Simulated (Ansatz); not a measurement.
# Dielectric function and optical constants of BaHfO3, part 2 of 2

What colour and refractive index does BaHfO3 have at this level of theory?

Ansatz 0.2.0; DFT, PBE, plane-wave PAW, default files, scalar-relativistic, independent-particle optical response without local fields.

So far, electronic dielectric constant ε∞, mean over x, y and z (by symmetry where fewer were run): step 3 (spectrum) 4.83.

### Step 4. Static response with local fields

Perturbation theory gives the static response with local fields and the functional's kernel, and it needs no empty bands.

This step: DFT, PBE, plane-wave PAW, default files, scalar-relativistic, static field response by perturbation theory with local fields (Ansatz 0.2.0).

The input, input.yaml:

```yaml
crystal:
  lattice:
    - [4.1695667999, 0.0, 0.0]
    - [0.0, 4.1695667999, 0.0]
    - [0.0, 0.0, 4.1703766343]
  atoms:
    - { symbol: Hf, position: [0.0, 0.0, 0.49787533] }
    - { symbol: Ba, position: [0.5, 0.5, 0.99642496] }
    - { symbol: O, position: [0.0, 0.0, 0.99794122] }
    - { symbol: O, position: [0.5, 0.0, 0.49889014] }
    - { symbol: O, position: [0.0, 0.5, 0.49889014] }
kpoints:
  mp_grid: { grid: [6, 6, 6] }
scf:
  occupations: { method: fixed }
hamiltonian:
  xc: pbe
  pseudopotentials: { kind: paw }
dielectric: {}
```

Run with:

```sh
$ ansatz run input.yaml --threads 4 --pin off --max-ram 8192MiB --backend cpu --events-out ev --progress --plain --runs-dir out
```

Numbers of over 12 decimals in the logs are rounded to 6 here.

The log of the run:

```text
[...]
Crystal: 5 atoms, lattice volume = 72.503 Å³
Basis set: ecut = 420 eV, 1365 PW (Γ), exchange–correlation on 60×60×60 points (8 copies of the dense FFT grid, shifted against one another)
Bands: 33, of which v1, the nominal top of the filled ones, is band 27 counted from 1 (26 counted from 0)
Symmetry: 8 space group operations
k-points: 80 of 216 (irreducible under 2 space group operations, time reversal used)
[...]
SCF iter   1: F=—  HF=-23382.403600 eV  |F-HF|=—  |Δ(HF+E_count)|=         —  Δρ=9.32e-4  dr2=1.70e-4  ethr=1.77e-3  ⟨swp⟩=4.5  Hψ=9346  notcnv=0  defer=221
[...]
SCF iter  10: F=-23382.404399 eV  HF=-23382.404399 eV  |F-HF|=1.09e-11  |Δ(HF+E_count)|=  5.09e-11  Δρ=5.40e-8  dr2=1.62e-12  ethr=1.00e-12  ⟨swp⟩=1.1  Hψ=6876  notcnv=0
SCF 1 converged in 10 iterations: F = -23382.404399 eV  dr2 = 1.62e-12
[...]
DFPT response loops at Γ: preconditioner auto → none (the input reference at scf.mixing.eps_inf says where Resta's filter doesn't serve); β = 0.50; Broyden in place of MSR1
── the response to a field inside a basis, on 6×6×6 k-points: an SCF that follows is theirs, and a resumed run solves both again ──
Bands: 28, of which v1, the nominal top of the filled ones, is band 27 counted from 1 (26 counted from 0)
k-points: 18 of 216 (time reversal used)
[...]
Eigensolver: Dense (18 Hₖ)
SCF iter   1: F=—  HF=-23382.392261 eV  |F-HF|=—  |Δ(HF+E_count)|=         —  Δρ=4.84e-4  dr2=2.93e-5  ethr=1.00e-1
[...]
SCF iter   4: F=-23382.392266 eV  HF=-23382.392266 eV  |F-HF|=1.15e-8  |Δ(HF+E_count)|=   1.01e-6  Δρ=7.87e-6  dr2=2.72e-8  ethr=3.27e-9
SCF 1 converged in 4 iterations: F = -23382.392266 eV  dr2 = 2.72e-8
[...]
SCF converged after 10 iterations
Free energy (F): -23382.404399 eV
[...]
Internal energy: -23382.404399 eV  (E = F + TS)
E sigma→0 (E₀):  -23382.404399 eV
Fermi energy:    11.616596 eV
[...]
--- Band table (eV; the first three rows and the last of 80) ---
  k-point 0: bands = [... 23 lower, 10.6588, 11.5166, 11.5171, 11.5171, 15.2920, 15.2920, 15.2928, 16.4148, ... 2 higher]
  k-point 1: bands = [... 23 lower, 10.4731, 10.8586, 11.4101, 11.4101, 15.3932, 15.9243, 15.9243, 16.8374, ... 2 higher]
  k-point 2: bands = [... 23 lower, 10.1150, 10.1508, 11.2634, 11.2634, 15.6247, 17.2328, 17.2328, 17.7214, ... 2 higher]
  k-point 79: bands = [... 23 lower, 9.1567, 11.6164, 11.6164, 11.6166, 17.7633, 17.7633, 17.7643, 19.4981, ... 2 higher]
--- Dielectric response (ions clamped): 3 representative field directions + reference, inside a basis on a mesh of 216 k-points (Σ response iterations 18) ---
  ε∞ (high-frequency dielectric tensor):
        4.678692     0.000000    -0.000000
        0.000000     4.678692     0.000000
       -0.000000     0.000000     4.678530
  Born effective charges Z* (e; rows j = field, columns β = displacement):
    site 0:
         5.82916    0.00000   -0.00000
         0.00000    5.82916    0.00000
        -0.00000    0.00000    5.82664
    site 1:
         2.77412    0.00000   -0.00000
         0.00000    2.77412    0.00000
        -0.00000    0.00000    2.77418
    site 2:
        -2.01265    0.00000   -0.00000
         0.00000   -2.01265    0.00000
         0.00000    0.00000   -4.57486
    site 3:
        -4.57790    0.00000    0.00000
         0.00000   -2.01274    0.00000
         0.00000    0.00000   -2.01298
    site 4:
        -2.01274    0.00000   -0.00000
         0.00000   -4.57790    0.00000
        -0.00000    0.00000   -2.01298
  Z* charge neutrality: 1.039e-2 e pre-enforcement
  solved inside a basis spanned on kpoints, on 6×6×6 k-points, its susceptibility summed on 10×10×10: ε∞ is read to err by 1.4e-2, Z* by 3.1e-2 e (field_mesh: kpoints solves on kpoints); Z* is corrected for what the basis lacks
```

It took 24 s on 4 threads of Intel Xeon Platinum 8488C (Sapphire Rapids), shared host; peak memory 1.1 GiB; 87 s of CPU time.

Read-outs, printed or worked out from the files:

```
electronic dielectric constant ε∞, mean over x, y and z (by symmetry where fewer were run) : 4.679
```

ε∞ with local fields:

```
4.68 0.00 0.00
0.00 4.68 0.00
0.00 0.00 4.68
```

Diagonal elements. Born, by row:

```csv
atom,Z*xx (e),Z*yy (e),Z*zz (e)
Hf1,5.829,5.829,5.827
Ba2,2.774,2.774,2.774
O3,-2.013,-2.013,-4.575
O4,-4.578,-2.013,-2.013
O5,-2.013,-4.578,-2.013
```

Mean Born charges are Hf +5.83, Ba +2.77 and O -2.87, against formal valences of +4, +2 and -2. That of Hf exceeds its valence by 46 %, the mark of charge moving along hybridised bonds as the atoms shift.

### Step 5. What came out

| Property | Result |
| --- | --- |
| gap on the path | 3.68 eV |
| least direct gap on the path | 3.77 eV |
| electronic dielectric constant ε∞, mean over x, y and z (by symmetry where fewer were run) (independent particles) | 4.83 |
| absorption onset, first axis (α over 10⁴ cm⁻¹, or the direct gap if that lies higher) | 3.84 eV |
| main peak of Im epsilon, first axis | 6.69 eV |
| electronic dielectric constant ε∞, mean over x, y and z (by symmetry where fewer were run) (static response with local fields) | 4.68 |

In words: At this level (PBE, independent particles) BaHfO3 has ε∞ = 4.83 (4.68 with local fields) and n = 2.21 at 1550 nm; absorption sets in near 3.8 eV, and Im ε peaks at 6.7 eV. The gap is indirect (3.68 eV), so absorption without phonons can begin only at the direct gap of 3.77 eV. The absorption coefficient passes 10⁴ cm⁻¹ at 3.84 eV, in the ultraviolet, so the visible is passed. Distinct maxima of Im ε, read by a parabola through the highest points, lie at 6.69 eV (9.3), 8.89 eV (4.8), 9.61 eV (5.3) and 10.48 eV (6.4). The f-sum over the summed bands holds 31.7 of the cell's 54 electrons outside the frozen cores, 20 of which lie in bands more than 12 eV below the Fermi level, whose transitions come at higher energies. Up to 22 eV the strength has a mean oscillator energy of 10.6 eV, well above the main peak, so higher transitions carry much of it. A film 1 µm thick would pass 74 % of daylight and look colourless, dimmed by reflection in transmission (x = 0.314, y = 0.331). With local fields and the functional's kernel the static response is 4.68 against 4.83 for independent particles (-3 %). In the base spectrum excitons and phonon-assisted transitions are missing, and so are local fields; PBE gaps are as a rule too small, which pulls the onset down and ε∞ up. In the base run ε includes the program's bounded estimate of what the bands above those summed add. Spin-orbit coupling is left out although heavy atoms are present.

[Logs are printed without paths, hosts, clocks, repeated set-up lines and the standing remarks that a program may print on its own settings, such as how far it seeks lower states.]

[Hosts, paths, dates, database ids (printed as entryN), source tags and the programs' standing remarks are cut or masked in the printed files.]
